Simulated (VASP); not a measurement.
# Sc in VASP: notebook

The runs below take Sc through single point, with PBE.

Program: VASP 6.6.1. These are calculated values, not measurements. Logs are shortened: lines on timing, memory, paths and dates and some standing lists are left out, and cuts for length are marked.

### Step 1. Starting point

The cell holds a slab with vacuum, 5 atoms: a = 3.211 Å, b = 3.211 Å, c = 22.487 Å, α = 90.00°, β = 90.00°, γ = 120.00°.

The slab is cut from a database's or a generator's crystal, which needn't be the stable form of the element.

### Step 2. Single point, PBE

Input file INCAR:

```
ALGO = Normal
DIPOL = 0.5 0.5 0.500
EDIFF = 1E-7
ENCUT = 400
GGA = PE
IDIPOL = 3
ISIF = 2
ISMEAR = 1
LASPH = True
LCHARG = False
LDIPOL = True
LREAL = False
LVACPOTAV = True
LVHAR = True
LWAVE = False
NBANDS = 40
NELM = 120
PREC = Accurate
SIGMA = 0.1
```

Input file KPOINTS:

```
k-points
0
Gamma
  12 12 1
```

Input file POSCAR:

```
Sc
1.0
    3.2109718934      0.0000000000      0.0000000000
   -1.6054859467      2.7807832305      0.0000000000
    0.0000000000      0.0000000000     22.4869902896
Sc
5
Direct
    0.6666666667      0.3333333333      0.2668209450
    0.3333333333      0.6666666667      0.3834104725
    0.0000000000      0.0000000000      0.5000000000
    0.6666666667      0.3333333333      0.6165895275
    0.3333333333      0.6666666667      0.7331790550
```

Potentials or basis: VASP PAW PBE potentials, release 64 (Sc_sv).

Started as:

```bash
$ cat potpaw_PBE.64/Sc_sv/POTCAR > POTCAR
$ mpirun -np 1 vasp_std > vasp.out
```

OUTCAR:

```text
EDIFF = 1E-7
   ENCUT = 400
   GGA = PE
   ISIF = 2
   ISMEAR = 1
   LASPH = True
   LREAL = False
   NELM = 120
   PREC = Accurate

 Found     19 irreducible k-points:

 Following reciprocal coordinates:
            Coordinates               Weight
  0.000000  0.000000  0.000000      1.000000
  0.083333  0.000000  0.000000      6.000000
  0.166667  0.000000  0.000000      6.000000
  0.250000 -0.000000  0.000000      6.000000
  0.333333  0.000000  0.000000      6.000000
  0.416667 -0.000000  0.000000      6.000000
   k-points           NKPTS =     19   k-points in BZ     NKDIM =     19   number of bands    NBANDS=     40
   number of dos      NEDOS =    301   number of ions     NIONS =      5
   total plane-waves  NPLWV =  86400
   dimension x,y,z NGX =    24 NGY =   24 NGZ =  150
   dimension x,y,z NGXF=    48 NGYF=   48 NGZF=  300
   ions per type =               5
   NGX,Y,Z   is equivalent  to a cutoff of  12.43, 12.43, 11.09 a.u.
   NGXF,Y,Z  is equivalent  to a cutoff of  24.85, 24.85, 22.18 a.u.
 SYSTEM =  unknown system
   PREC   = accura    normal or accurate (medium, high low for compatibility)
   ISTART =      0    job   : 0-new  1-cont  2-samecut
   ICHARG =      2    charge: 1-file 2-atom 10-const
   ISPIN  =      1    spin polarized calculation?
   LNONCOLLINEAR =      F non collinear calculations
   LSORBIT =      F    spin-orbit coupling
   LASPH  =      T    aspherical Exc in radial PAW
   ENCUT  =  400.0 eV  29.40 Ry    5.42 a.u.   5.24  5.24 36.67*2*pi/ulx,y,z
   NELM   =    120;   NELMIN=  2; NELMDL= -5     # of ELM steps
   EDIFF  = 0.1E-06   stopping-criterion for ELM
   LREAL  =      F    real-space projection
   EDIFFG = 0.1E-05   stopping-criterion for IOM
   NSW    =      0    number of steps for IOM
   IBRION =     -1    ionic relax: 0-MD 1-quasi-New 2-CG
   NFREE  =      0    steps in history (QN), initial steepest desc. (CG)
   ISIF   =      2    stress and relaxation
   ISYM   =      2    0-nonsym 1-usesym 2-fastsym
   POTIM  = 0.5000    time-step for ionic-motion
   TEBEG  =    0.0;   TEEND  =   0.0 temperature during run
   PSTRESS=    0.0 pullay stress
   NELECT =      55.0000    total number of electrons
   NUPDOWN=      -1.0000    fix difference up-down
   EMIN   =  10.00;   EMAX   =-10.00  energy-range for DOS
   EFERMI =   0.00;   METHOD = LEGACY
   ISMEAR =     1;   SIGMA  =   0.10  broadening in eV -4-tet -1-fermi 0-gaus
   EFERMI_NEDOS =   21; number of points for ismear=-14 and -15
   IALGO  =     38    algorithm
   IMIX   =      4    mixing-type and parameters
     AMIX     =   0.40;   BMIX     =  1.00
     AMIX_MAG =   1.60;   BMIX_MAG =  1.00
  volume/ion in A,a.u.               =      40.16       271.00
  Fermi-wavevector in a.u.,A,eV,Ry     =   1.063206  2.009168 15.380120  1.130407
  Thomas-Fermi vector in A             =   2.198683
   LORBIT       =      0    0 simple, 1 ext, 2 COOP (PROOUT), +10 PAW based schemes
   GGA     = PE    functional components
   LHFCALC =     F    Hartree Fock is set to
   AEXX    =    0.0000 exact exchange contribution
   IVDW    =     0    specifies the selected vdW correction
   LEPSILON=     F    determine dielectric tensor
   LRPA    =     F    only Hartree local field effects (RPA)
 non-spin polarized calculation
 Methfessel and Paxton  Order N= 1 SIGMA  =   0.10
  energy-cutoff  :      400.00
  volume of cell :      200.79
 maximum number of plane-waves:      3676
 NGX is ok and might be reduce to    24
   NGX = 11   NGY = 11   NGZ = 73

 dipolmoment           0.000000      0.000000     -0.000000 electrons x Angstroem

 number of electron      54.9999980 magnetization

 dipolmoment           0.000000      0.000000      0.000000 electrons x Angstroem

 Free energy of the ion-electron system (eV)
  ---------------------------------------------------
  ext. energy  EPLUGINS =         0.00000000
  ---------------------------------------------------
  free energy    TOTEN  =       -29.59260108 eV

  energy without entropy =      -29.58306408  energy(sigma->0) =      -29.58942208

 E-fermi :   1.0248     XC(G=0):  -6.7215

 val. band max:        1.0216632186   @ k =   0.2500   0.1667   0.0000
 cond. band min:       1.0289968932   @ k =   0.4167   0.0833   0.0000
 fundamental gap:      0.0073336746
 Fermi energy:         1.0248149923

 k-point     1 :       0.0000    0.0000    0.0000
  band No.  band energies     occupation
      1     -48.6898      2.00000
      2     -48.6897      2.00000
      3     -48.2779      2.00000
      4     -48.2119      2.00000
      5     -48.2015      2.00000
      6     -27.4183      2.00000
[... 31 lines left out ...]
     38       2.7651     -0.00000
     39       2.8180     -0.00000

 k-point     2 :       0.0833    0.0000    0.0000
  band No.  band energies     occupation
      1     -48.6865      2.00000
      2     -48.6865      2.00000
      3     -48.2742      2.00000
      4     -48.2087      2.00000
      5     -48.1989      2.00000
      6     -27.4135      2.00000
[... 31 lines left out ...]
     38       2.7869     -0.00000
     39       2.8331     -0.00000

 k-point     3 :       0.1667    0.0000    0.0000
  band No.  band energies     occupation
      1     -48.6777      2.00000
      2     -48.6776      2.00000
      3     -48.2638      2.00000
      4     -48.2000      2.00000
      5     -48.1916      2.00000
      6     -27.4007      2.00000
[... 31 lines left out ...]
     38       2.9127     -0.00000
     39       2.9996     -0.00000

 k-point     4 :       0.2500   -0.0000    0.0000
  band No.  band energies     occupation
      1     -48.6655      2.00000
      2     -48.6655      2.00000
      3     -48.2494      2.00000
      4     -48.1880      2.00000
      5     -48.1818      2.00000
      6     -27.3842      2.00000
[... 31 lines left out ...]
     38       3.1267      0.00000
     39       3.1922      0.00000

 k-point     5 :       0.3333    0.0000    0.0000
  band No.  band energies     occupation
      1     -48.6534      2.00000
      2     -48.6533      2.00000
      3     -48.2349      2.00000
      4     -48.1759      2.00000
      5     -48.1721      2.00000
      6     -27.3837      2.00000
[... 31 lines left out ...]
     38       3.3586      0.00000
     39       3.3798      0.00000

 k-point     6 :       0.4167   -0.0000    0.0000
  band No.  band energies     occupation
      1     -48.6444      2.00000
      2     -48.6443      2.00000
      3     -48.2240      2.00000
      4     -48.1671      2.00000
      5     -48.1651      2.00000
      6     -27.4455      2.00000
[... 31 lines left out ...]
     38       3.4433      0.00000
     39       3.7627      0.00000

 [... further k-points ...]

 [bands above 39 left out]

------------------------ aborting loop because EDIFF is reached ----------------------------------------

  FORCE on cell =-STRESS in cart. coord.  units (eV):
  Direction    XX          YY          ZZ          XY          YZ          ZX
  --------------------------------------------------------------------------------------
  -------------------------------------------------------------------------------------
  Total        1.2947997      1.2947997      0.8607438      0.0000000      0.0000000     -0.0000000
  in kB       10.3318522     10.3318522      6.8683040      0.0000000      0.0000000     -0.0000000
  external PRESSURE =       9.1773361 kB  Pullay stress =       0.0000000 kB

 VOLUME and BASIS-vectors are now :
 -----------------------------------------------------------------------------
  energy-cutoff  :      400.00
  volume of cell :      200.79
      direct lattice vectors                 reciprocal lattice vectors
     3.210971893  0.000000000  0.000000000     0.311432187  0.179805457  0.000000000
    -1.605485947  2.780783230  0.000000000     0.000000000  0.359610914  0.000000000
     0.000000000  0.000000000 22.486990290     0.000000000  0.000000000  0.044470158

 POSITION                                       TOTAL-FORCE (eV/Angst)
 -----------------------------------------------------------------------------------
      1.60549      0.92693      6.00000         0.000000     -0.000000      0.032541
     -0.00000      1.85386      8.62175         0.000000     -0.000000     -0.247899
      0.00000      0.00000     11.24350        -0.000000      0.000000     -0.000000
      1.60549      0.92693     13.86524        -0.000000      0.000000      0.247899
     -0.00000      1.85386     16.48699         0.000000      0.000000     -0.032541
 -----------------------------------------------------------------------------------
    total drift:                                0.000000     -0.000000      0.000000

  FREE ENERGIE OF THE ION-ELECTRON SYSTEM (eV)
  ---------------------------------------------------
  free  energy   TOTEN  =       -29.5926010792 eV

  energy  without entropy=      -29.5830640793  energy(sigma->0) =      -29.58942208

 vacuum level on the upper side and lower side of the slab         4.626         4.626
```

It took 3.6 min on 1 thread of Intel Xeon Platinum 8375C at 2.90GHz (Ice Lake), shared host; peak memory 0.29 GiB.

The run converged, but some of its settings lie outside the range that counts as converged, so its numbers aren't taken as properties of the slab.

Results:

| Item | Value |
| --- | --- |
| Free energy | -29.5926 eV |
| Largest force | 0.248 eV/Å |
| Band gap on the k mesh | none (metal or under the smearing width) |
| Work function of the upper face | 3.60 eV |
| Work function of the lower face | 3.60 eV |

### Step 3. Single point, PBE

INCAR, as its differences from that of step 2:

```diff
@@ -3,3 +3,3 @@
 EDIFF = 1E-7
-ENCUT = 400
+ENCUT = 460
 GGA = PE
```

KPOINTS is that of step 2.

POSCAR is that of step 2.

Potentials or basis: VASP PAW PBE potentials, release 64 (Sc_sv).

Started as:

```bash
$ cat potpaw_PBE.64/Sc_sv/POTCAR > POTCAR
$ mpirun -np 1 vasp_std > vasp.out
```

Run time: 4.3 min. Hardware: 1 thread of Intel Xeon Platinum 8375C at 2.90GHz (Ice Lake), shared host; peak memory 0.31 GiB.

The run converged, but some of its settings lie outside the range that counts as converged, so its numbers aren't taken as properties of the slab.

Results:

| Item | Value |
| --- | --- |
| Free energy | -29.5934 eV |
| Largest force | 0.247 eV/Å |
| Band gap on the k mesh | none (metal or under the smearing width) |
| Work function of the upper face | 3.60 eV |
| Work function of the lower face | 3.60 eV |

### Step 4. Single point, PBE

INCAR, as its differences from that of step 3:

```diff
@@ -2,3 +2,3 @@
 DIPOL = 0.5 0.5 0.500
-EDIFF = 1E-7
+EDIFF = 0.001
 ENCUT = 460
```

KPOINTS is that of step 3.

POSCAR is that of step 3.

Started as:

```bash
$ cat potpaw_PBE.64/Sc_sv/POTCAR > POTCAR
$ mpirun -np 1 vasp_std > vasp.out
```

It took 3.5 min on 1 thread of Intel Xeon Platinum 8375C at 2.90GHz (Ice Lake), shared host; peak memory 0.31 GiB.

The run converged, but some of its settings lie outside the range that counts as converged, so its numbers aren't taken as properties of the slab.

What came out:

| Property | Result |
| --- | --- |
| Free energy | -29.5930 eV |
| Largest force | 0.276 eV/Å |
| Band gap on the k mesh | none (metal or under the smearing width) |

### Step 5. Single point, PBE

INCAR, as its differences from that of step 4:

```diff
@@ -2,4 +2,4 @@
 DIPOL = 0.5 0.5 0.500
-EDIFF = 0.001
-ENCUT = 460
+EDIFF = 1E-7
+ENCUT = 520
 GGA = PE
```

KPOINTS is that of step 4.

POSCAR is that of step 4.

Started as:

```bash
$ cat potpaw_PBE.64/Sc_sv/POTCAR > POTCAR
$ mpirun -np 1 vasp_std > vasp.out
```

It took 4.9 min on 1 thread of Intel Xeon Platinum 8375C at 2.90GHz (Ice Lake), shared host; peak memory 0.34 GiB.

The run converged, but some of its settings lie outside the range that counts as converged, so its numbers aren't taken as properties of the slab.

What came out:

* Free energy: -29.5947 eV
* Largest force: 0.248 eV/Å
* Band gap on the k mesh: none (metal or under the smearing width)
* Work function of the upper face: 3.60 eV
* Work function of the lower face: 3.60 eV
